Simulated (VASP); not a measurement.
## A VASP 6.6.1 single-point calculation on Si

INCAR

```
NSW = 0
IBRION = -1
LCHARG = .FALSE.
LWAVE = .FALSE.
LREAL = .FALSE.
EDIFF = 1E-7
PREC = Accurate
SIGMA = 0.02
ISIF = 2
ENCUT = 520
GGA = PE
LASPH = .TRUE.
NELM = 71
ALGO = All
ISYM = 1
NBANDS = 11
ISMEAR = -1
```

KPOINTS

```
KPOINTS created by Atomic Simulation Environment
0
Gamma
8 8 8
0 0 0
```

POSCAR

```
Si
 1.0000000000000000
     0.0000000000000000    2.7357294901999998    2.7127953184000000
     2.7357294901999998    0.0000000000000000    2.7127953184000000
     2.7357294901999998    2.7357294901999998    0.0000000000000000
 Si
   2
Cartesian
  0.0000000000000000  0.0000000000000000  0.0000000000000000
  1.3678647450999999  1.3678647450999999  1.3563976592000000
```

The recommended PBE PAW datasets give the neutral cell 8 valence electrons.

Command

```
mpirun -np 1 vasp_std
```

Q: How does this run end, and what does it give?

A: It converged. Results: gap between bands v and c on the k mesh 0.55 eV; least direct gap on the k mesh 2.50 eV; pressure 0.6 GPa. Band v is the last that the valence electrons fill when counted band by band, and c is the next.

OSZICAR

```
N       E                     dE             d eps       ncg     rms           ort
DAV:   1     0.627568836027E+01    0.62757E+01   -0.38830E+03   649   0.647E+02
DAV:   2    -0.104487865379E+02   -0.16724E+02   -0.16018E+02   649   0.841E+01
DAV:   3    -0.110131591347E+02   -0.56437E+00   -0.56223E+00   649   0.126E+01
DAV:   4    -0.110176593833E+02   -0.45002E-02   -0.44995E-02   649   0.140E+00
DAV:   5    -0.110177003692E+02   -0.40986E-04   -0.40986E-04   649   0.128E-01
SDA:   6    -0.107913516551E+02    0.22635E+00   -0.40986E-04   649   0.121E+00   0.000E+00
CGA:   7    -0.108379195027E+02   -0.46568E-01   -0.46596E-01   649   0.112E-01  -0.148E-03
CGA:   8    -0.108440023681E+02   -0.60829E-02   -0.60860E-02   649   0.183E-02  -0.122E-04
CGA:   9    -0.108448792017E+02   -0.87683E-03   -0.87733E-03   649   0.168E-03  -0.200E-05
CGA:  10    -0.108449491773E+02   -0.69976E-04   -0.69985E-04   649   0.977E-05  -0.651E-07
CGA:  11    -0.108449531843E+02   -0.40070E-05   -0.40194E-05   649   0.795E-06  -0.988E-07
CGA:  12    -0.108449535518E+02   -0.36752E-06   -0.36320E-06   649   0.801E-07   0.262E-07
CGA:  13    -0.108449535828E+02   -0.30952E-07   -0.30347E-07   649   0.105E-07   0.198E-07
   1 F= -.10844954E+02 E0= -.10844954E+02  d E =-.384122E-08
```

For comparison, a separate PBE run of the intended cell, on usual settings and not on those above, gives a gap of 0.55 eV on its mesh and a pressure of 0.6 GPa.
